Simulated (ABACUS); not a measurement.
**Moving the dispersion correction in ZrB2**

Symmetry: P6/mmm, No. 191, hexagonal system. The conventional cell has a = 3.170 Å, b = 3.170 Å, c = 3.533 Å, α = 90.00°, β = 90.00°, γ = 120.00°. Zr (site symmetry 6/mmm) is surrounded by 12 B at 2.54 Å. B (site symmetry -6m2) is surrounded by 3 B at 1.83 Å.

Kept alike: task equation of state; functional PBE; k mesh 7 × 7 × 6; occupations fermi-dirac, width 0.05 eV; no spin polarisation. Program: ABACUS, PseudoDojo NC SR 0.4.1 PBE standard, plane waves, cutoff 1034 eV. The mesh is that of the run's cell of 3 atoms. No spin-orbit coupling.

```csv
dispersion correction,volume (Å³/atom),bulk modulus (GPa)
D2,10.079,243.0
D3(zero),10.074,253.3
D3(BJ),10.020,250.4
D3(BJ)+ABC,10.066,249.2
none,10.284,238.6
```

Volume and modulus come from cells scaled at fixed shape and fractions; off cubic symmetry such a modulus can lie above the relaxed one.

Problem. What does the dispersion correction change here?

Solution. The volume runs from 10.020 (D3(BJ)) to 10.284 Å³/atom (none). Against no correction: D2 -2.0 %; D3(zero) -2.0 %; D3(BJ) -2.6 %; D3(BJ)+ABC -2.1 %. Dispersion terms mostly attract and so lower the volume; the schemes' coefficients and damping set how far. The bulk modulus runs from 238.6 (none) to 253.3 GPa (D3(zero)).

Every correction contracts ZrB2 and stiffens it, but only modestly, as expected for a crystal not held together by dispersion. Its cohesion comes from covalent boron honeycomb sheets, electron transfer from Zr to boron, and Zr d–B p bonding between the layers, all of which PBE already describes without a correction.

Smaller volume and higher modulus do not go strictly together. D2 and D3(zero) give almost the same volume, yet their moduli are 243.0 and 253.3 GPa, while D3(BJ) gives the smallest cell but not the stiffest. The modulus also depends on the curvature of the added energy, which probably reflects how damping acts at these short bonded distances. The three-body term offsets part of the D3(BJ) contraction, consistent with its usual repulsive character in dense packings.

Pairwise terms built from atomic coefficients may overstate the attraction in a metal, where conduction electrons screen fluctuating dipoles. The spread therefore measures sensitivity to the correction and doesn't establish that any scheme improves on plain PBE.
